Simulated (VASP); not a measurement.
# Zr (P6_3/mmc) in VASP: elastic constants with LDA

Aim: the elastic constants of Zr with LDA.

Everything below comes from runs of VASP 6.6.1. Logs are shortened: lines on timing, memory, paths and dates and some standing lists are left out, and cuts for length are marked.

**1. The crystal as given**

Symmetry: P6_3/mmc, No. 194, hexagonal system. The conventional cell has a = 3.239 Å, b = 3.239 Å, c = 5.172 Å, α = 90.00°, β = 90.00°, γ = 120.00°. Zr (site symmetry -6m2) has 12 Zr at 3.19 to 3.24 Å as nearest neighbours.

**2. Elastic constants, LDA**

POSCAR

```
Zr
1.0
    3.2392314100      0.0000000000      0.0000000000
   -1.6196157100      2.8052566900      0.0000000000
    0.0000000000      0.0000000000      5.1722200000
Zr
2
Direct
    0.3333333300      0.6666666700      0.2500000000
    0.6666666700      0.3333333300      0.7500000000
```

INCAR.step1

```
PREC = Accurate
ENCUT = 580
EDIFF = 1E-8
ISMEAR = 0
SIGMA = 0.1
LREAL = False
LASPH = True
NELM = 60
ALGO = Normal
ISIF = 3
LWAVE = False
LCHARG = False
GGA = CA
IBRION = 2
NSW = 40
EDIFFG = -0.002
```

INCAR.step2

```
PREC = Accurate
ENCUT = 580
EDIFF = 1E-8
ISMEAR = 0
SIGMA = 0.1
LREAL = False
LASPH = True
NELM = 60
ALGO = Normal
ISIF = 3
LWAVE = False
LCHARG = False
GGA = CA
IBRION = 6
NFREE = 2
POTIM = 0.015
NSW = 1
```

KPOINTS

```
regular mesh
0
Gamma
  15 15 8
```

Potentials or basis: VASP PAW LDA potentials, release 64 (Zr_sv).

Command:

```
cat potpaw_LDA.64/Zr_sv/POTCAR > POTCAR
cp INCAR.step1 INCAR
mpirun -np 1 vasp_std > vasp.out
cp CONTCAR POSCAR
cp INCAR.step2 INCAR
mpirun -np 1 vasp_std > vasp.out
```

OUTCAR:

```text
PREC = Accurate
   ENCUT = 580
   EDIFF = 1E-8
   ISMEAR = 0
   LREAL = False
   LASPH = True
   NELM = 60
   ISIF = 3
   GGA = CA
   IBRION = 6
   NFREE = 2
   POTIM = 0.015
   NSW = 1

 ion  position               nearest neighbor table
   1  0.333  0.667  0.250-   2 3.13   2 3.13   2 3.13   2 3.13   2 3.13   2 3.13
   2  0.667  0.333  0.750-   1 3.13   1 3.13   1 3.13   1 3.13   1 3.13   1 3.13

  LATTYP: Found a hexagonal cell.
 ALAT       =     3.1432812059
 C/A-ratio  =     1.6208221659

  Lattice vectors:

 A1 = (   3.1432812059,   0.0000000002,   0.0000000000)
 A2 = (  -1.5716406077,   2.7221613756,   0.0000000000)
 A3 = (   0.0000000000,   0.0000000000,   5.0946998522)

Analysis of symmetry for initial positions (statically):
=====================================================================
 Subroutine PRICEL returns:
 Original cell was already a primitive cell.

 Routine SETGRP: Setting up the symmetry group for a
 hexagonal supercell.

 Subroutine GETGRP returns: Found 24 space group operations
 (whereof 12 operations were pure point group operations)
 out of a pool of 24 trial point group operations.

The static configuration has the point symmetry D_3d.
 The point group associated with its full space group is D_6h.

Analysis of symmetry for dynamics (positions and initial velocities):
=====================================================================
 Subroutine PRICEL returns:
 Original cell was already a primitive cell.

 Routine SETGRP: Setting up the symmetry group for a
 hexagonal supercell.

 Subroutine GETGRP returns: Found 24 space group operations
 (whereof 12 operations were pure point group operations)
 out of a pool of 24 trial point group operations.

The dynamic configuration has the point symmetry D_3d.
 The point group associated with its full space group is D_6h.

 Subroutine INISYM returns: Found 24 space group operations
 (whereof 12 operations are pure point group operations),
 and found     1 'primitive' translations

----------------------------------------------------------------------------------------

                                     Primitive cell

  volume of cell :      43.5929

  direct lattice vectors                    reciprocal lattice vectors
     3.143281206  0.000000000  0.000000000     0.318138892  0.183677575  0.000000000
    -1.571640608  2.722161376  0.000000000    -0.000000000  0.367355150  0.000000000
     0.000000000  0.000000000  5.094699852     0.000000000  0.000000000  0.196282417

  length of vectors
     3.143281206  3.143281208  5.094699852     0.367355150  0.367355150  0.196282417

  position of ions in fractional coordinates (direct lattice)
     0.333333330  0.666666670  0.250000000
     0.666666670  0.333333330  0.750000000

  ion indices of the primitive-cell ions
   primitive index   ion index
                 1           1
                 2           2

----------------------------------------------------------------------------------------

 KPOINTS: regular mesh

Automatic generation of k-mesh.
 Grid dimensions read from file:
 generate k-points for:   15   15    8

 Generating k-lattice:
[... 108 lines left out ...]
  ext. energy  EPLUGINS =         0.00000000
  ---------------------------------------------------
  free energy    TOTEN  =       -18.58915340 eV

  energy without entropy =      -18.57849686  energy(sigma->0) =      -18.58382513

------------------------ aborting loop because EDIFF is reached ----------------------------------------

  FORCE on cell =-STRESS in cart. coord.  units (eV):
  Direction    XX          YY          ZZ          XY          YZ          ZX
  --------------------------------------------------------------------------------------
  -------------------------------------------------------------------------------------
  Total       -0.0078134     -0.0078134     -0.0016984      0.0000000     -0.0000000      0.0000000
  in kB       -0.2871676     -0.2871676     -0.0624233      0.0000000     -0.0000000      0.0000000
  external PRESSURE =      -0.2122529 kB  Pullay stress =       0.0000000 kB
[... 89 lines left out ...]
  FREE ENERGIE OF THE ION-ELECTRON SYSTEM (eV)
  ---------------------------------------------------
  free  energy   TOTEN  =       -18.5845459743 eV

  energy  without entropy=      -18.5740832002  energy(sigma->0) =      -18.57931459

[... ionic steps 4 to 14 ...]

--------------------------------------- Ionic step       15  -------------------------------------------

 number of electron      24.0000000 magnetization

------------------------ aborting loop because EDIFF is reached ----------------------------------------
[... 67 lines left out ...]
--------------------------------------- Ionic step       17  -------------------------------------------

 number of electron      24.0000000 magnetization

 Free energy of the ion-electron system (eV)
  ---------------------------------------------------
  ext. energy  EPLUGINS =         0.00000000
  ---------------------------------------------------
  free energy    TOTEN  =       -18.58859081 eV

  energy without entropy =      -18.57792620  energy(sigma->0) =      -18.58325851

 E-fermi :   9.5589     XC(G=0): -11.5973

 val. band max:        9.5424023918   @ k =   0.2667   0.2667   0.5000
 cond. band min:       9.5588845323   @ k =   0.0667   0.0667   0.3750
 fundamental gap:      0.0164821405
 Fermi energy:         9.5588663064

 k-point     1 :       0.0000    0.0000    0.0000
  band No.  band energies     occupation
      1     -38.8919      2.00000
      2     -38.6969      2.00000
      3     -17.6732      2.00000
      4     -16.5901      2.00000
      5     -16.5901      2.00000
      6     -16.4534      2.00000
[... 433 lines left out ...]
      3     -17.4130      2.00000
      4     -17.2163      2.00000
      5     -17.0509      2.00000
      6     -17.0333      2.00000
[... 8 lines left out ...]
     15      11.1977      0.00000
     16      13.9904      0.00000

 [... further k-points ...]
[... 5 lines left out ...]
  --------------------------------------------------------------------------------------
  -------------------------------------------------------------------------------------
  Total       -0.0057162     -0.0057162     -0.0000283      0.0000000      0.0000000     -0.0000000
  in kB       -0.2100878     -0.2100878     -0.0010412      0.0000000      0.0000000     -0.0000000
  external PRESSURE =      -0.1404056 kB  Pullay stress =       0.0000000 kB
[... 17 lines left out ...]
  FREE ENERGIE OF THE ION-ELECTRON SYSTEM (eV)
  ---------------------------------------------------
  free  energy   TOTEN  =       -18.5885908115 eV

  energy  without entropy=      -18.5779262028  energy(sigma->0) =      -18.58325851

 INTERNAL STRAIN TENSORS FROM STRAINED CELLS
 ============================================

 INTERNAL STRAIN TENSOR FOR ION    1 for displacements in x,y,z  (eV/Angst):
          X           Y           Z          XY          YZ          ZX
  --------------------------------------------------------------------------------
  x     0.00000    -0.00000    -0.00000    -1.61328    -0.00000    -0.00000
  y    -1.60708     1.58190    -0.00000    -0.00025     0.00023     0.00014
  z     0.00000    -0.00000     0.00000     0.00000    -0.00061    -0.00000

 INTERNAL STRAIN TENSORS FROM DISPLACED ATOMS
 ============================================

 INTERNAL STRAIN TENSOR FOR ION    1 for displacements in x,y,z  (eV/Angst):
          X           Y           Z          XY          YZ          ZX
  --------------------------------------------------------------------------------
  x     0.00000    -0.00000    -0.00000    -1.61990     0.00000     0.00000
  y    -1.61990     1.61990    -0.00000    -0.00000     0.00000     0.00000
  z    -0.00000    -0.00000     0.00000     0.00000     0.00000     0.00000

 INTERNAL STRAIN TENSOR FOR ION    2 for displacements in x,y,z  (eV/Angst):
          X           Y           Z          XY          YZ          ZX
  --------------------------------------------------------------------------------
  x    -0.00000     0.00000     0.00000     1.61990     0.00000     0.00000
  y     1.61990    -1.61990     0.00000     0.00000     0.00000     0.00000
  z     0.00000     0.00000    -0.00000    -0.00000    -0.00000    -0.00000

 Eigenvectors and eigenvalues of the dynamical matrix
 ----------------------------------------------------

   1 f  =    5.181376 THz    32.555544 2PiTHz  172.832091 cm-1    21.428439 meV
             X         Y         Z           dx          dy          dz
     -0.000000  1.814774  1.273675    -0.000000    0.000000   -0.707107
      1.571641  0.907387  3.821025     0.000000    0.000000    0.707107
[... 16 lines left out ...]
   5 f  =    0.000000 THz     0.000000 2PiTHz    0.000000 cm-1     0.000000 meV
             X         Y         Z           dx          dy          dz
     -0.000000  1.814774  1.273675     0.000000   -0.000000    0.707107
      1.571641  0.907387  3.821025    -0.000000    0.000000    0.707107

   6 f/i=    0.000000 THz     0.000000 2PiTHz    0.000000 cm-1     0.000000 meV
             X         Y         Z           dx          dy          dz
     -0.000000  1.814774  1.273675    -0.446227   -0.548527   -0.000000
      1.571641  0.907387  3.821025    -0.446227   -0.548527    0.000000

--------------------------------------------------------------------------------------------------------

 ELASTIC MODULI CONTR FROM IONIC RELAXATION (kBar)
 Direction    XX          YY          ZZ          XY          YZ          ZX
 --------------------------------------------------------------------------------
 XX        -200.1676    200.1676     -0.0000      0.0000      0.0000      0.0000
 YY         200.1676   -200.1676      0.0000      0.0000     -0.0000     -0.0000
 ZZ          -0.0000      0.0000     -0.0000     -0.0000     -0.0000     -0.0000
 XY           0.0000      0.0000     -0.0000   -200.1676      0.0000      0.0000
 YZ           0.0000     -0.0000     -0.0000      0.0000     -0.0000     -0.0000
 ZX           0.0000     -0.0000     -0.0000      0.0000     -0.0000     -0.0000
 --------------------------------------------------------------------------------

 TOTAL ELASTIC MODULI (kBar)
 Direction    XX          YY          ZZ          XY          YZ          ZX
 --------------------------------------------------------------------------------
 XX        1320.3909    795.3552    816.6623     -0.0000      0.0000     -0.0000
 YY         795.3552   1320.3909    816.6623     -0.0000     -0.0000     -0.0000
 ZZ         816.6623    816.6623   1807.3778     -0.0000      0.0000      0.0000
 XY          -0.0000     -0.0000     -0.0000    262.5179      0.0000     -0.0000
 YZ           0.0000     -0.0000      0.0000      0.0000    152.2372     -0.0000
 ZX          -0.0000     -0.0000     -0.0000     -0.0000     -0.0000    152.2372
 --------------------------------------------------------------------------------
```

Wall time 64 min (1 thread of Intel Xeon Platinum 8259CL at 2.50GHz (Skylake/Cascade Lake), shared host); peak memory 0.74 GiB.

Results:

| Item | Value |
| --- | --- |
| Relaxed volume | 21.80 Å³/atom |
| Relaxed cell | a = 3.143 Å, b = 3.143 Å, c = 5.095 Å, α = 90.00°, β = 90.00°, γ = 120.00° |
| Space group after relaxing (to 0.05 Å) | P6_3/mmc (No. 194) |
| Voigt bulk modulus | 103 GPa |
| Highest phonon frequency at Γ | 173 cm⁻¹ |

Step by step:
```
step  energy change (eV)  largest force (eV/Å)  pressure (GPa)  volume (Å³)
   1              0.0000                0.0000           -6.83        47.00
   2              0.0058                0.0000            8.72        40.51
   3             -0.0751                0.0000           -0.08        43.69
   4             -0.0751                0.0000            0.07        43.63
   5             -0.0762                0.0000            0.05        43.60
   6             -0.0766                0.0000            0.03        43.58
   7             -0.0766                0.0000            0.04        43.58
   8             -0.0766                0.0000           -0.04        43.61
   9             -0.0766                0.0000            0.00        43.59
```

Final structure:
```xyz
2
Lattice="3.1433 0.0000 0.0000 -1.5716 2.7222 0.0000 0.0000 0.0000 5.0947" Properties=species:S:1:pos:R:3 pbc="T T T"
Zr    0.0000    1.8148    1.2737
Zr    1.5716    0.9074    3.8210
```

Phonon frequencies in cm⁻¹ (negative: imaginary):
```tsv
q point	frequencies
(0.000, 0.000, 0.000)	0 0 0 54 54 173
```

Elastic tensor in Voigt notation (GPa, in the Cartesian axes of the cell as first typed):
```
132  80  82   0   0   0
 80 132  82   0   0   0
 82  82 181   0   0   0
  0   0   0  15   0   0
  0   0   0   0  15   0
  0   0   0   0   0  26
```

Clamped-ion elastic tensor (GPa):
```
152  60  82   0   0   0
 60 152  82   0   0   0
 82  82 181   0   0   0
  0   0   0  15   0   0
  0   0   0   0  15   0
  0   0   0   0   0  46
```
